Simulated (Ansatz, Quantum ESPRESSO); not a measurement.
**Equation of state of cubic perovskite KTaO3**

How stiff is cubic perovskite KTaO3 under hydrostatic load? Each row relaxes cell and atoms at a set pressure. The symmetry of the cell is held, so distortions that would lower it, which this phase may prefer, aren't tested. The phase is followed to these pressures whether or not it stays the stable one.

Calculated with Quantum ESPRESSO 7.5, PBEsol, GBRV 1.5 ultrasoft potentials, cutoff 680 eV, Fermi–Dirac smearing 0.02 eV, k-mesh 7×7×7, no spin polarisation, no spin-orbit coupling.

Reference cell, relaxed at zero pressure with PBEsol (Pm-3m): a = 3.9869 Å, b = 3.9869 Å, c = 3.9869 Å, α = 90.00°, β = 90.00°, γ = 90.00°.

```csv
atom,x,y,z
Ta,0.5000,0.5000,0.5000
K,0.0000,0.0000,0.0000
O,0.5000,0.5000,0.0000
O,0.5000,0.0000,0.5000
O,0.0000,0.5000,0.5000
```

| V (Å³/atom) | V/V0 | P (GPa) | E − E0 (meV/atom) |
| --- | --- | --- | --- |
| 12.9354 | 1.0205 | −3.980 | 2.8 |
| 12.1283 | 0.9569 | 9.962 | 17.3 |
| 11.8973 | 0.9386 | 14.940 | 35.7 |
| 11.6868 | 0.9220 | 19.936 | 59.0 |
| 11.3168 | 0.8928 | 29.912 | 117.0 |

V0 = 12.6750 Å³ an atom, where the residual pressure P0 is −0.009 GPa. **Question.** Fit the Birch–Murnaghan law and give the pressure and the energy at V = 12.3863 Å³ an atom, a row left out above.

With the Eulerian strain f = ½[(V0/V)^(2/3) − 1] and F = (P − P0)/[3f(1 + 2f)^(5/2)], the third-order law is the line F = B0 + (3/2) B0 (B′ − 4) f.

| f | F (GPa) |
| --- | --- |
| 0.03925 | 210.39 |
| 0.02780 | 208.87 |
| 0.02156 | 207.99 |
| 0.01491 | 207.06 |
| −0.00673 | 203.37 |

A straight line through the 5 rows: the means are 0.01936 for f and 207.54 for F, Σ(Δx)² = 0.001172 and ΣΔxΔy = 0.1798, so the slope is 0.1798/0.001172 = 153.42 and the intercept 207.54 − (153.42)(0.01936) = 204.57.

Hence B0 = 204.6 GPa and B′ = 4 + (153.4)/(1.5 × 204.6) = 4.50. For the withheld volume f = 0.00774, F = 205.75 GPa and P = 4.96 GPa. The run itself gives 4.96 GPa, so the estimate misses by 0.00 GPa, a rounding's worth.

Integrating the same law gives E − E0 = (9/2) B0 V0 f²[1 + (B′ − 4) f] + P0(V0 − V), with 1 GPa Å³ = 6.2415 meV: 4.4 meV an atom. The run itself gives 4.9 meV, so the estimate misses by 0.5 meV; the fitted rows themselves lie up to 2.7 meV off the law.

The same fit over all rows at other levels or in other programs gives B0 = 204 GPa with PBEsol (Ansatz).

[Logs are printed without paths, hosts, clocks, repeated set-up lines and the standing remarks that a program may print on its own settings, such as how far it seeks lower states.]
